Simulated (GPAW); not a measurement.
# GaN (F-43m) in GPAW: notebook

Aim: see how the results for GaN move with the level of theory and the settings. Levels: BEEF-vdW, PBE, vdW-DF. Tasks: equation of state, band structure.

All numbers are computed with GPAW 26.7.0; they aren't measurements. Logs are shortened: lines on timing, memory, paths and dates and some standing lists are left out, and cuts for length are marked. The log counts tension as positive stress, the text compression.

**The experiment to reproduce.**

From a printed reference work, textbook, for a bulk crystal of GaN at 0 K: band gap 3.299 eV (direct).

The results are compared with them further down.

### 1 Starting point

Symmetry: F-43m, No. 216, cubic system. Conventional cell: a = 4.507 Å, b = 4.507 Å, c = 4.507 Å, α = 90.00°, β = 90.00°, γ = 90.00°. Around Ga (site symmetry -43m) lie 4 N at 1.95 Å. N (site symmetry -43m) is surrounded by 4 Ga at 1.95 Å.

The cell is a database's computed one.

### 2 Equation of state, BEEF-vdW

File run.py:

```python
from ase.eos import EquationOfState
from ase.io import Trajectory
from ase.spacegroup import crystal
from ase.units import GPa
from gpaw import GPAW, PW

# Ga 4a
# N 4d
atoms = crystal(['Ga', 'N'],
                basis=[[0.0, 0.0, 0.0],
                       [0.25, 0.25, 0.75]],
                spacegroup=216, setting=1,  # F-43m
                cellpar=[4.50700122, 4.50700122, 4.50700122, 90.0, 90.0, 90.0],
                primitive_cell=True)

traj = Trajectory('eos.traj', 'w')
volumes, energies = [], []
for x in [0.94, 0.96, 0.98, 1.0, 1.02, 1.04, 1.06]:
    a = atoms.copy()
    a.set_cell(atoms.cell * x**(1 / 3), scale_atoms=True)
    calc = GPAW(mode=PW(800),
                xc={'name': 'BEEF-vdW', 'backend': 'libvdwxc'},
                kpts={'size': (10, 10, 10), 'gamma': True},
                occupations={'name': 'fermi-dirac', 'width': 0.05},
                nbands=11,
                convergence={'density': 1e-05, 'energy': 1e-05},
                maxiter=150,
                txt=f'eos-{x:.2f}.txt')
    a.calc = calc
    energies.append(a.get_potential_energy(force_consistent=True))
    volumes.append(a.get_volume())
    calc.write(f'eos-{x:.2f}.gpw')
    traj.write(a)
    print(f'{x:.2f} {volumes[-1]:10.4f} A^3 {energies[-1]:14.6f} eV', flush=True)

v0, e0, B = EquationOfState(volumes, energies, eos='birchmurnaghan').fit()
print(f'V0 = {v0:.4f} A^3, E0 = {e0:.6f} eV, B0 = {B / GPa:.2f} GPa')
```

Potentials or basis: GPAW PAW data sets (gpaw-data 1.2.1), pw.

The run is started by

```sh
$ OMP_NUM_THREADS=1 python run.py
```

Log:

```text
__  _  _
 | _ |_)|_||  |
 |__||  | ||/\| - 26.7.0

Input parameters:
  mode=PW(ecut=800.0),
  convergence={'density': 1e-05, 'energy': 1e-05},
  kpts=MonkhorstPack(size=(10, 10, 10), gamma=True),
  maxiter=150,
  nbands=11,
  occupations=Occupations(name='fermi-dirac', width=0.05),
  xc=XC(name='BEEF-vdW', backend='libvdwxc')

Diagonalizing LCAO Hamiltonian
Converting LCAO to pw mode

                 N

       Ga

Atoms  # Å, Bohr magnetons
|   | symbol |        x |        y |        z |    initial magnetic moments |
|---|--------|----------|----------|----------|-----------------------------|
| 0 |     Ga | 0.000000 | 0.000000 | 0.000000 | ( 0.0000,  0.0000,  0.0000) |
| 1 |      N | 3.311247 | 3.311247 | 3.311247 | ( 0.0000,  0.0000,  0.0000) |

Unit cell  # Å
| periodic |        x |        y |        z |  lengths |    angles |
|----------|----------|----------|----------|----------|-----------|
|      yes | 0.000000 | 2.207498 | 2.207498 | 3.121873 | 60.000000 |
|      yes | 2.207498 | 0.000000 | 2.207498 | 3.121873 | 60.000000 |
|      yes | 2.207498 | 2.207498 | 0.000000 | 3.121873 | 60.000000 |

Number of symmetries: 24
Symmetry operations  # r_c * U_cc + t_c -> r_c
|    | kind |            matrix            |
|----|------|------------------------------|
|  0 |  E   |  1, 0, 0,  0, 1, 0,  0, 0, 1 |
|  1 |  σ   |  1, 0, 0,  0, 0, 1,  0, 1, 0 |
|  2 |  σ   |  1, 0,-1,  0, 1,-1,  0, 0,-1 |
|  3 |  C3  |  1, 0,-1,  0, 0,-1,  0, 1,-1 |
|  4 |  C3  |  1,-1, 0,  0,-1, 1,  0,-1, 0 |
|  5 |  σ   |  1,-1, 0,  0,-1, 0,  0,-1, 1 |
|  6 |  σ   |  0, 1, 0,  1, 0, 0,  0, 0, 1 |
|  7 |  C3  |  0, 1, 0,  0, 0, 1,  1, 0, 0 |
|  8 |  C2  |  0, 1,-1,  1, 0,-1,  0, 0,-1 |
|  9 |  S4  |  0, 1,-1,  0, 0,-1,  1, 0,-1 |
| 10 |  C3  |  0, 0, 1,  1, 0, 0,  0, 1, 0 |
| 11 |  σ   |  0, 0, 1,  0, 1, 0,  1, 0, 0 |
| 12 |  S4  |  0, 0,-1,  1, 0,-1,  0, 1,-1 |
| 13 |  C3  |  0, 0,-1,  0, 1,-1,  1, 0,-1 |
| 14 |  S4  |  0,-1, 1,  1,-1, 0,  0,-1, 0 |
| 15 |  C2  |  0,-1, 1,  0,-1, 0,  1,-1, 0 |
| 16 |  C3  |  0,-1, 0,  1,-1, 0,  0,-1, 1 |
| 17 |  S4  |  0,-1, 0,  0,-1, 1,  1,-1, 0 |
| 18 |  S4  | -1, 1, 0, -1, 0, 1, -1, 0, 0 |
| 19 |  C3  | -1, 1, 0, -1, 0, 0, -1, 0, 1 |
| 20 |  C3  | -1, 0, 1, -1, 1, 0, -1, 0, 0 |
| 21 |  S4  | -1, 0, 1, -1, 0, 0, -1, 1, 0 |
| 22 |  σ   | -1, 0, 0, -1, 1, 0, -1, 0, 1 |
| 23 |  C2  | -1, 0, 0, -1, 0, 1, -1, 1, 0 |

BZ-sampling:
  Number of BZ points: 1000
  Number of IBZ points: 47

  Monkhorst-Pack size: [10, 10, 10]
  Monkhorst-Pack shift: [0.05, 0.05, 0.05]

K-points  # in reciprocal-cell coordinates
|     |                                coordinates |     weight |
|-----|--------------------------------------------|------------|
|   0 | (  0.00000000,   0.00000000,   0.00000000) | 0.00100000 |
|   1 | (  0.10000000,   0.10000000,   0.00000000) | 0.00600000 |
|   2 | (  0.10000000,   0.10000000,   0.10000000) | 0.00800000 |
|   3 | (  0.20000000,   0.10000000,   0.10000000) | 0.01200000 |
|   4 | (  0.20000000,   0.20000000,   0.00000000) | 0.00600000 |
|   5 | (  0.20000000,   0.20000000,   0.10000000) | 0.02400000 |
|   6 | (  0.20000000,   0.20000000,   0.20000000) | 0.00800000 |
|   7 | (  0.30000000,   0.20000000,   0.10000000) | 0.02400000 |
|   8 | (  0.30000000,   0.20000000,   0.20000000) | 0.02400000 |
|   9 | (  0.30000000,   0.30000000,   0.00000000) | 0.00600000 |
| ... |                                            |            |
|  46 | (  0.50000000,   0.50000000,   0.50000000) | 0.00400000 |

Plane wave coefficients: 1117
Cutoff: 800.0 eV

Spin-components: 1 (collinear spins)
Bands:           11
Projectors:      10
Spin-degeneracy: 2
Datatype:        complex128

Parallelization:
  kpt:    1
  domain: 1
  band:   1

Density:
  Valence electrons: 8.0
  Components: 1
  Grid points: [21 21 21]
  Charge: 0.0  # |e|

Potential:
  Grid points: [21 21 21]

species:
  Ga:
    name:    Gallium
    Z:       31.0
    valence: 3
    core:    28
    charge:  0.0  # [|e|]
    compensation charges:
      type: gauss
      rc: 0.37  # [Å]
      lmax: 2
    cutoffs:
      filter: 2.06  # [Å]
      core: 4.17  # [Å]
    projectors
    | kind |    occ | energy [eV] | rcut [Å] |
    |------|--------|-------------|----------|
    |   4s |  2.000 |      -8.945 |    1.164 |
    |   4p |  1.000 |      -2.580 |    1.164 |
    |    s |        |      18.266 |    1.164 |
    |    p |        |      24.631 |    1.164 |
    |    d |        |       0.000 |    1.164 |

    Using partial waves for Ga as LCAO basis

  N:
    name:    Nitrogen
    Z:       7.0
    valence: 5
    core:    2
    charge:  0.0  # [|e|]
    compensation charges:
      type: gauss
      rc: 0.18  # [Å]
      lmax: 2
    cutoffs:
      filter: 1.11  # [Å]
      core: 0.96  # [Å]
    projectors
    | kind |    occ | energy [eV] | rcut [Å] |
    |------|--------|-------------|----------|
    |   2s |  2.000 |     -18.583 |    0.603 |
    |   2p |  3.000 |      -7.089 |    0.529 |
    |    s |        |       8.629 |    0.603 |
    |    p |        |      20.123 |    0.529 |
    |    d |        |       0.000 |    0.577 |

    Using partial waves for N as LCAO basis

Reference energy: -54366.393033  # eV

eigensolver:
  PPCG
  Converge bands: occupied
  niter=2

density mixing:
  MSR1-Mixer
  Pratt-step length: 0.05
  Maximum mixing coefficient: 0.75
  Old densities: 10
  SVD Regularization: 0.005
  Good broyden scale: 1.0
  Trust region scale: 1.0
  Backstep threshold: 4.0
  History deletion threshold: 6.0
  Fourier metric: weight=20.0, sigma=0.015

occupation numbers:
  Fermi-Dirac:
    width: 0.0500  # eV

poisson solver:
  ecut: 6400.0  # eV

xc functional:
  name: vdW-BEEF with libvdwxc
  Mode: serial
  Semilocal: BEEVDW with 2 nearest neighbor stencil
  Corresponding non-local functional: vdW-DF2
  Local blocksize: 42 x 42 x 42
  PAW datasets: PBE

convergence criteria:
- Maximum integral of absolute [dens]ity change: 1e-05 electrons / valence electron
- Maximum [total energy] change in last 3 cyles: 1e-05 eV / valence electron
- Maximum integral of absolute [eigenst]ate change: 4e-08 eV^2 / valence electron
maximum number of iterations: 150

SCF iterations
|iter     | |      energy | eigst |  dens |
|---------|-|-------------|-------|-------|
|iter:   1| | -103.085238 | -0.19 |       |
|iter:   2| | -102.519799 | -2.00 | -0.54 |
|iter:   3| | -100.870598 | -0.62 | -0.59 |
|iter:   4| | -100.869036 | -3.06 | -1.30 |
|iter:   5| | -100.871674 | -3.28 | -1.56 |
|iter:   6| | -100.871710 | -5.24 | -2.78 |
|iter:   7| | -100.871735c| -5.57 | -3.15 |
|iter:   8| | -100.871736c| -7.15 | -4.08 |
|iter:   9| | -100.871736c| -8.34c| -4.85 |
|iter:  10| | -100.871736c| -7.81c| -5.44c|

Converged in 10 steps
Energy contributions relative to reference atoms: (reference = -54366.393033)

Energy contributions:
  Kinetic:          49.748062
  Coulomb:         -43.140258
  Zero:              0.158442
  External:          0.000000
  Xc:             -107.637982
  Entropy:          -0.000000
  Spinorbit:         0.000000
  ----------------------------
  Free energy:    -100.871736
  Extrapolated:   -100.871736

dipole moment: (-9.940089, -9.940089, -9.940089)  # |e|*Ang

Fermi level: 7.846
Eigenvalues  # (at kpt = [0.000, 0.000, 0.000])
| band index |      eig [eV] | occ [0-2] |
|------------|---------------|-----------|
|          0 |        -9.410 |     2.000 |
|          1 |         6.930 |     2.000 |
|          2 |         6.930 |     2.000 |
|          3 |         6.930 |     2.000 |
|          4 |         9.321 |     0.000 |
|          5 |        17.914 |     0.000 |
|          6 |        17.914 |     0.000 |
|          7 |        17.914 |     0.000 |
|          8 |        25.639 |     0.000 |
|          9 |        25.669 |     0.000 |
|         10 |        25.753 |     0.000 |

Gap: 2.391 eV
Transition (v -> c):
  (s=0, k=0, n=3, [0.00, 0.00, 0.00]) -> (s=0, k=0, n=4, [0.00, 0.00, 0.00])
No difference between direct/indirect transitions
# Writing to eos-0.94.gpw (mode='')
```

Run time: 1.9 min. Hardware: 1 thread of Arm Neoverse V1, shared host; peak memory 0.28 GiB.

What came out:

- Equilibrium volume: 12.25 Å³/atom (rough: see the caveat)
- Bulk modulus: 175 GPa (rough)

Energy against volume, from the lowest point:
| volume (Å³/atom) | energy (meV/atom) |
| --- | --- |
| 10.757 | 127.78 |
| 10.986 | 87.66 |
| 11.215 | 56.27 |
| 11.444 | 32.57 |
| 11.673 | 15.76 |
| 11.902 | 5.01 |
| 12.131 | 0.00 |

Caveat: the data sets keep Ga 3d, Li 1s and Be 1s frozen, and some such compounds lay over 1.5 % in volume off other programs; the minimum lies outside the volumes run; the PAW data sets were made with another functional, which shifts forces and pressure a little.

### 3 Band structure, PBE

File run.py:

```python
from ase.dft.bandgap import bandgap
from ase.io import read, write
from gpaw import GPAW

atoms = read('POSCAR')

calc = GPAW(mode='lcao',
            h=0.2,
            basis='szp(dzp)',
            xc='PBE',
            kpts={'size': (10, 10, 10), 'gamma': True},
            occupations={'name': 'fermi-dirac', 'width': 0.05},
            convergence={'density': 1e-05, 'energy': 1e-05},
            maxiter=150,
            txt='gpaw.txt')
atoms.calc = calc
energy = atoms.get_potential_energy()
forces = atoms.get_forces()
calc.write('gs.gpw')
write('result.traj', atoms)
print(f'Energy: {energy:.6f} eV')
print('Forces (eV/A):')
print(forces.round(4))
print('Fermi level:', round(calc.get_fermi_level(), 4), 'eV')
print(f'Gap: {bandgap(calc)[0]:.4f} eV, direct: {bandgap(calc, direct=True)[0]:.4f} eV')

path = atoms.cell.bandpath('GXWKGLUWLK,UX', npoints=100, eps=1e-4)
bs_calc = calc.fixed_density(kpts=path, symmetry='off', txt='bands.txt')
bs = bs_calc.band_structure()
bs.write('bs.json')
print(f'Gap on the path: {bandgap(bs_calc)[0]:.4f} eV')
```

File POSCAR:

```
GaN
1.0
    0.0000000000      2.2535006075      2.2535006075
    2.2535006075      0.0000000000      2.2535006075
    2.2535006075      2.2535006075      0.0000000000
Ga N
1 1
Direct
    0.0000000000      0.0000000000      0.0000000000
    0.2500000000      0.2500000000      0.2500000000
```

Potentials or basis: GPAW PAW data sets (gpaw-data 1.2.1), lcao:szp(dzp).

The run is started by

```sh
$ OMP_NUM_THREADS=1 python run.py
```

It took 70 s on 1 thread of Arm Neoverse V1, shared host; peak memory 0.15 GiB.

The run converged, but some of its settings lie outside the range that counts as converged, so its numbers aren't taken as properties of the crystal.

What came out:

- Free energy: -10.2518 eV
- Band gap on the k mesh: 2.05 eV, direct
- Band gap along the path: 2.05 eV, direct

Caveat: the real-space grid adds noise to forces; the basis of atomic orbitals isn't converged, which shifts pressures, moduli and gaps.

### 4 Band structure, vdW-DF, spin-orbit coupling, no magnetisation

File run.py:

```python
import numpy as np
from ase.dft.bandgap import bandgap
from ase.io import write
from ase.spacegroup import crystal
from gpaw import GPAW, PW
from gpaw.spinorbit import soc_eigenstates

# Ga 4a
# N 4d
atoms = crystal(['Ga', 'N'],
                basis=[[0.0, 0.0, 0.0],
                       [0.25, 0.25, 0.75]],
                spacegroup=216, setting=1,  # F-43m
                cellpar=[4.50700122, 4.50700122, 4.50700122, 90.0, 90.0, 90.0],
                primitive_cell=True)

calc = GPAW(mode=PW(800),
            xc={'name': 'vdW-DF', 'backend': 'libvdwxc'},
            kpts={'size': (10, 10, 10), 'gamma': True},
            occupations={'name': 'fermi-dirac', 'width': 0.05},
            nbands=11,
            convergence={'density': 1e-05, 'energy': 1e-05},
            maxiter=150,
            txt='gpaw.txt')
atoms.calc = calc
energy = atoms.get_potential_energy()
forces = atoms.get_forces()
calc.write('gs.gpw')
write('result.traj', atoms)
print(f'Energy: {energy:.6f} eV')
print('Forces (eV/A):')
print(forces.round(4))
print('Fermi level:', round(calc.get_fermi_level(), 4), 'eV')
print(f'Gap: {bandgap(calc)[0]:.4f} eV, direct: {bandgap(calc, direct=True)[0]:.4f} eV')

path = atoms.cell.bandpath('GXWKGLUWLK,UX', npoints=80, eps=1e-4)
bs_calc = calc.fixed_density(kpts=path, symmetry='off', nbands=19,
                             convergence={'bands': 'CBM+6.0', 'eigenstates': 1e-6}, txt='bands.txt')
bs = bs_calc.band_structure()
bs.write('bs.json')
print(f'Gap on the path: {bandgap(bs_calc)[0]:.4f} eV')

soc = soc_eigenstates(bs_calc, theta=0, phi=0)
np.savetxt('soc_bands.dat', soc.eigenvalues(), fmt='%.4f')
mesh = soc_eigenstates('gs.gpw', theta=0, phi=0)
np.savetxt('soc_mesh.dat', mesh.eigenvalues(), fmt='%.4f')
print('Fermi level with spin-orbit coupling:', round(mesh.fermi_level, 4), 'eV')
```

Potentials or basis: GPAW PAW data sets (gpaw-data 1.2.1), pw.

The run is started by

```sh
$ OMP_NUM_THREADS=1 python run.py
```

gpaw.txt:

```text
__  _  _
 | _ |_)|_||  |
 |__||  | ||/\| - 26.7.0

Input parameters:
  mode=PW(ecut=800.0),
  convergence={'density': 1e-05, 'energy': 1e-05},
  kpts=MonkhorstPack(size=(10, 10, 10), gamma=True),
  maxiter=150,
  nbands=11,
  occupations=Occupations(name='fermi-dirac', width=0.05),
  xc=XC(name='vdW-DF', backend='libvdwxc')

Diagonalizing LCAO Hamiltonian
Converting LCAO to pw mode

                  N

       Ga

Atoms  # Å, Bohr magnetons
|   | symbol |        x |        y |        z |    initial magnetic moments |
|---|--------|----------|----------|----------|-----------------------------|
| 0 |     Ga | 0.000000 | 0.000000 | 0.000000 | ( 0.0000,  0.0000,  0.0000) |
| 1 |      N | 3.380251 | 3.380251 | 3.380251 | ( 0.0000,  0.0000,  0.0000) |

Unit cell  # Å
| periodic |        x |        y |        z |  lengths |    angles |
|----------|----------|----------|----------|----------|-----------|
|      yes | 0.000000 | 2.253501 | 2.253501 | 3.186931 | 60.000000 |
|      yes | 2.253501 | 0.000000 | 2.253501 | 3.186931 | 60.000000 |
|      yes | 2.253501 | 2.253501 | 0.000000 | 3.186931 | 60.000000 |

[... 175 lines left out ...]
|iter:  10| |  -51.014746c| -8.66c| -5.64c|

Converged in 10 steps
Energy contributions relative to reference atoms: (reference = -54372.123966)

Energy contributions:
  Kinetic:          38.063233
  Coulomb:         -33.362788
  Zero:              0.131762
  External:          0.000000
  Xc:              -55.846954
  Entropy:          -0.000000
  Spinorbit:         0.000000
  ----------------------------
  Free energy:     -51.014746
  Extrapolated:    -51.014746

dipole moment: (-10.198475, -10.198475, -10.198475)  # |e|*Ang

Fermi level: 7.432
Eigenvalues  # (at kpt = [0.000, 0.000, 0.000])
| band index |      eig [eV] | occ [0-2] |
|------------|---------------|-----------|
|          0 |        -9.348 |     2.000 |
|          1 |         6.435 |     2.000 |
|          2 |         6.435 |     2.000 |
|          3 |         6.435 |     2.000 |
|          4 |         8.435 |     0.000 |
|          5 |        16.960 |     0.000 |
|          6 |        16.960 |     0.000 |
|          7 |        16.960 |     0.000 |
|          8 |        24.514 |     0.000 |
|          9 |        24.854 |     0.000 |
|         10 |        25.006 |     0.000 |

Gap: 1.999 eV
Transition (v -> c):
  (s=0, k=0, n=3, [0.00, 0.00, 0.00]) -> (s=0, k=0, n=4, [0.00, 0.00, 0.00])
No difference between direct/indirect transitions

Forces  # eV/Ang
|       x |        y |       z |
|---------|----------|---------|
| 0.00000 | -0.00000 | 0.00000 |  # Ga   0
| 0.00000 | -0.00000 | 0.00000 |  # N    1

# Writing to gs.gpw (mode='')
```

stdout:

```text
Energy: -51.014746 eV
Forces (eV/A):
[[ 0. -0.  0.]
 [ 0. -0.  0.]]
Fermi level: 7.4316 eV
Gap: 1.9992 eV, direct: 1.9992 eV
Gap on the path: 1.9992 eV
Fermi level with spin-orbit coupling: 7.4392 eV
```

Run time: 32 s. Hardware: 1 thread of Arm Neoverse V1, shared host; peak memory 0.26 GiB.

What came out:

| Property | Result |
| --- | --- |
| Free energy | -51.0147 eV |
| Band gap on the k mesh | 1.99 eV, direct |
| Band gap along the path | 1.99 eV, direct |

Levels at the corners of the path, in eV from the valence-band top:
```
point  band 5  band 6  band 7  band 8  band 9  band 10  band 11  band 12
    Γ    0.00    0.00    0.00    0.00    1.99     1.99    10.29    10.29
    X   -2.63   -2.63   -2.58   -2.58    3.64     3.64     6.89     6.89
    W   -3.68   -3.67   -3.50   -3.45    6.47     6.48     8.52     8.53
    K   -4.17   -4.13   -2.10   -2.10    5.28     5.28     8.04     8.04
    Γ    0.00    0.00    0.00    0.00    1.99     1.99    10.29    10.29
    L   -0.96   -0.96   -0.92   -0.92    4.89     4.89     8.99     8.99
    U   -4.17   -4.13   -2.10   -2.10    5.28     5.28     8.04     8.04
    W   -3.68   -3.67   -3.50   -3.45    6.47     6.48     8.52     8.53
    L   -0.96   -0.96   -0.92   -0.92    4.89     4.89     8.99     8.99
    K   -4.17   -4.13   -2.10   -2.10    5.28     5.28     8.04     8.04
    U   -4.17   -4.13   -2.10   -2.10    5.28     5.28     8.04     8.04
    X   -2.63   -2.63   -2.58   -2.58    3.64     3.64     6.89     6.89
```

Caveat: spin-orbit coupling was added after a scalar SCF, so levels and gaps hold it while energy, forces, pressure and moments don't; this program's spin-orbit splittings come out too wide for heavy elements; the PAW data sets were made with another functional, which shifts forces and pressure a little.

### 5 Comparison with measurements

Step 4. A measured gap of GaN is 3.299 eV (direct; 0 K; a printed reference work, textbook); the calculated 1.99 eV misses it by -1.31 eV. The value is that of vdW-DF, without temperature or zero-point motion. The cell is a database's relaxed one, not the measured one, which moves gaps too.
